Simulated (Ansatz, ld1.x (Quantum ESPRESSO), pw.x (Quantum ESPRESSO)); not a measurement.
**pw.x on fcc Ti: one setting changed**

Potential: PAW, ld1.x (Quantum ESPRESSO) 7.5, PBE; core [Ne], reference 3s2 3p6 3d2.5 4s1.5 4p0; waves: 3s (bound): rcut 1.35, rcutus 1.45 bohr; 4s (bound): rcut 1.35, rcutus 1.45 bohr; 3p (bound): rcut 1.76, rcutus 1.86 bohr; 4p (bound, empty): rcut 1.76, rcutus 1.86 bohr; 3d (bound): rcut 1.25, rcutus 1.35 bohr; 3d channel at 1.8 Ry: rcut 1.25, rcutus 1.35 bohr; local part: all-electron potential smoothed inside 2.15 bohr (lloc = -1); core correction: Bessel-smoothed model core, default radius (core density twice the valence density); augmentation: PSQ, inside the norm-conserving radii.

The reference run (k-mesh 14³, cutoffs 100/800 Ry, Fermi–Dirac 0.01 Ry, mixing_beta 0.4, conv_thr 1e-9, no spin) gives 0.11 GPa at 17.482 Å³/atom, where all-electron LAPW gives -0.10 GPa. This run, with its own iteration cap, changes nspin = 2 with starting_magnetization to 0.5.

```
&control
  calculation='scf', prefix='x', pseudo_dir='./', outdir='./tmp', tstress=.true., disk_io='none'
/
&system
  ibrav=0, nat=1, ntyp=1, ecutwfc=100, ecutrho=800, nbnd=14,
  occupations='smearing', smearing='fd', degauss=0.01, nspin=2, starting_magnetization(1)=0.5
/
&electrons
  conv_thr=1e-09, mixing_beta=0.4, electron_maxstep=50
/
ATOMIC_SPECIES
Ti 1.0 Ti.UPF
CELL_PARAMETERS angstrom
  0.00000000 2.05993590 2.05993590
  2.05993590 0.00000000 2.05993590
  2.05993590 2.05993590 0.00000000
ATOMIC_POSITIONS crystal
Ti 0.0000 0.0000 0.0000
K_POINTS automatic
14 14 14 0 0 0
```

```bash
pw.x < Ti.scf.in > Ti.scf.out
```

Problem. How does the run end?

Solution. It converges in 15 iterations; the free energy moves by +0.1 meV/atom and the pressure by +0.00 GPa. The result is that of the reference run.

```
Message from routine setup:
     using ibrav=0 with symmetry is DISCOURAGED, use correct ibrav instead
     lattice parameter (alat)  =       5.5051  a.u.
     unit-cell volume          =     117.9744 (a.u.)^3
     number of electrons       =        12.00
     number of Kohn-Sham states=           14
     kinetic-energy cutoff     =     100.0000  Ry
     charge density cutoff     =     800.0000  Ry
     scf convergence threshold =      1.0E-09
     Exchange-correlation= SLA  PW   PBX  PBC
     atomic species   magnetization
     number of k points=   104  Fermi-Dirac smearing, width (Ry)=  0.0100
     iteration #  1     ecut=   100.00 Ry     beta= 0.40
     total energy              =    -183.51573331 Ry
     estimated scf accuracy    <       0.38282894 Ry
     total magnetization       =     2.42 Bohr mag/cell
     absolute magnetization    =     2.42 Bohr mag/cell
     iteration #  2     ecut=   100.00 Ry     beta= 0.40
     total energy              =    -183.64665245 Ry
     estimated scf accuracy    <       0.14433837 Ry
     total magnetization       =     2.16 Bohr mag/cell
     absolute magnetization    =     2.16 Bohr mag/cell
     iteration #  3     ecut=   100.00 Ry     beta= 0.40
     total energy              =    -183.68610710 Ry
     estimated scf accuracy    <       0.00746106 Ry
     total magnetization       =     1.24 Bohr mag/cell
     absolute magnetization    =     1.24 Bohr mag/cell
     iteration #  4     ecut=   100.00 Ry     beta= 0.40
     total energy              =    -183.69467136 Ry
     estimated scf accuracy    <       0.00105790 Ry
     total magnetization       =     0.77 Bohr mag/cell
     absolute magnetization    =     0.77 Bohr mag/cell
     iteration #  5     ecut=   100.00 Ry     beta= 0.40
     total energy              =    -183.69937321 Ry
     estimated scf accuracy    <       0.00063425 Ry
     total magnetization       =     0.27 Bohr mag/cell
     absolute magnetization    =     0.27 Bohr mag/cell
     iteration #  6     ecut=   100.00 Ry     beta= 0.40
     total energy              =    -183.69983625 Ry
     estimated scf accuracy    <       0.00027042 Ry
     total magnetization       =     0.41 Bohr mag/cell
     absolute magnetization    =     0.41 Bohr mag/cell
     [... 3 iterations left out ...]
     iteration # 10     ecut=   100.00 Ry     beta= 0.40
     total energy              =    -183.70215272 Ry
     estimated scf accuracy    <       0.00000403 Ry
     total magnetization       =     0.00 Bohr mag/cell
     absolute magnetization    =     0.00 Bohr mag/cell
     iteration # 11     ecut=   100.00 Ry     beta= 0.40
     total energy              =    -183.70215369 Ry
     estimated scf accuracy    <       0.00000046 Ry
     total magnetization       =     0.01 Bohr mag/cell
     absolute magnetization    =     0.01 Bohr mag/cell
     iteration # 12     ecut=   100.00 Ry     beta= 0.40
     total energy              =    -183.70215497 Ry
     estimated scf accuracy    <       0.00000038 Ry
     total magnetization       =     0.00 Bohr mag/cell
     absolute magnetization    =     0.00 Bohr mag/cell
     iteration # 13     ecut=   100.00 Ry     beta= 0.40
     total energy              =    -183.70215505 Ry
     estimated scf accuracy    <          4.1E-09 Ry
     total magnetization       =    -0.00 Bohr mag/cell
     absolute magnetization    =     0.00 Bohr mag/cell
     iteration # 14     ecut=   100.00 Ry     beta= 0.40
     total energy              =    -183.70215505 Ry
     estimated scf accuracy    <          2.5E-09 Ry
     total magnetization       =    -0.00 Bohr mag/cell
     absolute magnetization    =     0.00 Bohr mag/cell
     iteration # 15     ecut=   100.00 Ry     beta= 0.40
     the Fermi energy is    13.0416 ev
!    total energy              =    -183.70215505 Ry
     estimated scf accuracy    <          4.4E-10 Ry
     smearing contrib. (-TS)   =      -0.00766238 Ry
     total magnetization       =     0.00 Bohr mag/cell
     absolute magnetization    =     0.00 Bohr mag/cell
     convergence has been achieved in  15 iterations
          total   stress  (Ry/bohr**3)                   (kbar)     P=        1.14
     Message from routine punch:
     Nothing written, as per user request (disk_io='none')
```

The run took about 1.8 min on one core of a shared host (Neoverse-V2, 96 threads, 742 GiB, load 34).
